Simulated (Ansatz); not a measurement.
## Cd: from a first guess to the relaxed fcc type

First guess:

```yaml
crystal:
  lattice:
    - [0.00000, 2.05728, 2.05728]
    - [2.05728, 0.00000, 2.05728]
    - [2.05728, 2.05728, 0.00000]
  atoms:
    - { symbol: Cd, position: [0.00000, 0.00000, 0.00000] }
```

All numbers below come from Ansatz 0.2.0, DFT, PBE, PAW with Ansatz's default frozen-core files, scalar-relativistic.

Cell and atoms relax within the symmetry of the start on a 14×14×14 k mesh with 0.03 eV Fermi–Dirac smearing.

The start is built from a prototype, known or not as a phase of this compound; the cutoff is 420 eV.

(1) What is the pressure of the first guess?

(2) What does it relax to?

(3) How much energy does the relaxation release?

Answers

(1) 25.3 GPa.

(2) a = 4.499 Å, b = 4.499 Å, c = 4.499 Å, α = 90.00°, β = 90.00°, γ = 90.00° (conventional cell), 22.77 Å³ per atom:
Space group Fm-3m (No. 225). a = 4.499 Å, b = 4.499 Å, c = 4.499 Å, α = 90.00°, β = 90.00°, γ = 90.00°
```
atom  site  symmetry       x       y       z
  Cd    4a      m-3m  0.0000  0.0000  0.0000
```

(3) 316 meV/atom.
